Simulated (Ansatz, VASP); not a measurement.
## LiF: VASP beside Ansatz

POSCAR

```
LiF
1.0
    0.0000000000      1.9948717406      1.9948717406
    1.9723296899      0.0000000000      1.9948717406
    1.9723296899      1.9948717406      0.0000000000
Li F
1 1
Direct
    0.0000000000      0.0000000000      0.0000000000
    0.5000000000      0.5000000000      0.5000000000
```

File INCAR.step1:

```
ALGO = Normal ; EDIFF = 1E-4
ENCUT = 520 ; GGA = PE
ISMEAR = 0 ; LASPH = True
LCHARG = False ; LREAL = False
LWAVE = True ; NBANDS = 12
NELM = 80 ; PREC = Accurate
SIGMA = 0.01
```

INCAR.step2

```
ALGO = Normal ; EDIFF = 1E-6
ENCUT = 520 ; ISIF = 2
ISMEAR = 0 ; ISTART = 1
LASPH = True ; LCHARG = False
LMIXTAU = True ; LREAL = False
LWAVE = False ; METAGGA = R2SCAN
NBANDS = 12 ; NELM = 80
PREC = Accurate ; SIGMA = 0.01
```

The input KPOINTS:

```
k-points
0
Gamma
  10 10 10
```

Input for Ansatz:

```yaml
crystal:
  lattice:
    - [0.0, 1.9948717406, 1.9948717406]
    - [1.9723296899, 0.0, 1.9948717406]
    - [1.9723296899, 1.9948717406, 0.0]
  atoms:
    - { symbol: Li, position: [0.0, 0.0, 0.0] }
    - { symbol: F, position: [0.5, 0.5, 0.5] }
kpoints:
  mp_grid: { grid: [10, 10, 10] }
  band_path:
    path:
      - [0.0, 0.0, 0.0]
      - [0.5, 0.0, 0.5]
      - [0.625, 0.25, 0.625]
      - [0.375, 0.375, 0.75]
      - [0.5, 0.5, 0.5]
      - [0.5, 0.25, 0.75]
      - [0.0375, 0.0375, 0.075]
    npoints: 1
hamiltonian:
  xc: r2scan
scf:
  occupations: { method: fixed }
  n_extra_bands: 4
output:
  forces: true
  stress: true
  eigenvalues: true
```

Change from the starting cell: uniaxial_x strain -1.1%.

Alike in both runs: task single point; functional r2SCAN; k mesh 10 × 10 × 10; no spin polarisation.

|  | VASP | Ansatz |
| --- | --- | --- |
| version | VASP 6.6.1 | Ansatz 0.2.0 |
| potentials or method | VASP PAW PBE potentials, release 64 (Li_sv, F) | plane waves, PAW |
| plane-wave cutoff (eV) | 520 | 500 |
| occupations | gaussian, width 0.01 eV | fixed |
| valence electrons in the cell | 10 | 10 |

```tsv
	VASP	Ansatz	Ansatz less VASP
gap on the k mesh at the Fermi level (eV)	10.65	10.43	-0.222
```

 A k mesh can miss the band edges.
